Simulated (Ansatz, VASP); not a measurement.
Two plane-wave programs on CoSn

```xyz
6
Lattice="5.2407 0.0000 0.0000 -2.6204 4.5386 0.0000 0.0000 0.0000 4.1861" Properties=species:S:1:pos:R:3 pbc="T T T"
Co   -1.3102    2.2693    0.0000
Co    1.3102    2.2693    0.0000
Co    2.6204    0.0000    0.0000
Sn    2.6204    1.5129    2.0930
Sn    0.0000    3.0257    2.0930
Sn    0.0000    0.0000    0.0000
```

Alike in both runs: functional PBE; dispersion D3(BJ); k mesh 9 × 9 × 8; occupations gaussian, width 0.1 eV; no spin polarisation.

Ansatz relaxed the structure, and its values are those at the end. VASP's run is a single point on that final structure, the one shown.

```csv
,VASP,Ansatz
version,VASP 6.6.1,Ansatz 0.2.0
potentials or method,"VASP PAW PBE potentials, release 64 (Co, Sn_d)","scalar-relativistic, plane waves, PAW"
plane-wave cutoff (eV),520,420
valence electrons in the cell,69,93
```

|  | VASP | Ansatz | Ansatz less VASP |
| --- | --- | --- | --- |
| gap on the k mesh at the Fermi level (eV) | none | none | - |
| pressure (GPa) | -0.1 | 0.0 | +0.08 |

A gap of «none» marks a metal or a gap that the smearing closes. The two sets of potentials don't hold the same shells in valence.

Caveats: pairwise dispersion overbinds metals, which lowers pressure and volume. Spin polarisation is off, so any magnetic state and its effect on volume and gap are missing.
